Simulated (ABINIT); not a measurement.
Crystal: C.

```xyz
2
Lattice="0.0000 1.7834 1.7834 1.7834 0.0000 1.7834 1.7834 1.7834 0.0000" Properties=species:S:1:pos:R:3 pbc="T T T"
C     2.6751    2.6751    2.6751
C     1.7834    1.7834    1.7834
```

This isn't the form of C at room conditions, which is graphite.

Base run:

```yaml
Program: ABINIT 10.8.3 (patched build)
Functional: WC
Potentials_or_basis: JTH PAW PBE v2.0
Cutoff: 544 eV
k_mesh: 13 × 13 × 13
Occupations: fermi-dirac, width 0.05 eV
Spin: no spin polarisation
```

Its results: band gap on the k mesh 4.06 eV, indirect (least direct gap 5.57 eV); pressure -5.2 GPa.

Task: The run is repeated on the same cell with these changes: functional from WC to AM05. What comes out?

Result: Band gap on the k mesh 4.02 eV, indirect (least direct gap 5.52 eV); pressure -6.5 GPa.

Caveats: the PAW data sets were made with another functional, which shifts forces and pressure a little.

Not every run made on this cell is shown here.
